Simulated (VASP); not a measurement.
A run of VASP 6.6.1 is set up as follows.

File POSCAR:

```
Se
1.0
    4.8681583976      0.0000000000      0.0000000000
    0.0000000000      7.9093295400      0.0000000000
    0.0000000000      0.0000000000      2.7402019956
Se
4
Direct
    0.6740806000      0.4010458100      0.2638364000
    0.8259194000      0.9010458100      0.7361636000
    0.3259194000      0.5989541900      0.2638364000
    0.1740806000      0.0989541900      0.7361636000
```

The input INCAR.step1:

```
PREC = Accurate
ENCUT = 520
ISMEAR = 0
SIGMA = 0.1
LREAL = False
LASPH = True
NELM = 100
NBANDS = 20
GGA = PE
ALGO = Normal
EDIFF = 1E-4
LWAVE = True
LCHARG = False
```

INCAR.step2

```
PREC = Accurate
ENCUT = 520
EDIFF = 1E-6
ISMEAR = 0
SIGMA = 0.1
LREAL = False
LASPH = True
NELM = 100
ALGO = Normal
ISIF = 2
LWAVE = False
LCHARG = False
METAGGA = R2SCAN
LMIXTAU = True
NBANDS = 20
ISTART = 1
```

Contents of KPOINTS:

```
Automatic mesh
0
Gamma
  4 2 6
```

Potentials or basis: VASP PAW PBE potentials, release 64 (Se).

Command:

```bash
$ cat potpaw_PBE.64/Se/POTCAR > POTCAR
$ cp INCAR.step1 INCAR
$ mpirun -np 1 vasp_std > vasp.out
$ cp INCAR.step2 INCAR
$ mpirun -np 1 vasp_std > vasp.out
```

(1) What does it give for the largest force?

(2) Estimate the band gap on the k mesh.

(3) What does it give for the pressure?

## Answers

(1) 0.877 eV/Å.

(2) none (metal or under the smearing width).

(3) 0.4 GPa.

Caveat: the k mesh is coarse (spacing up to 0.40 Å⁻¹), so the values aren't converged; the PAW data sets were made with another functional, which shifts forces and pressure a little.
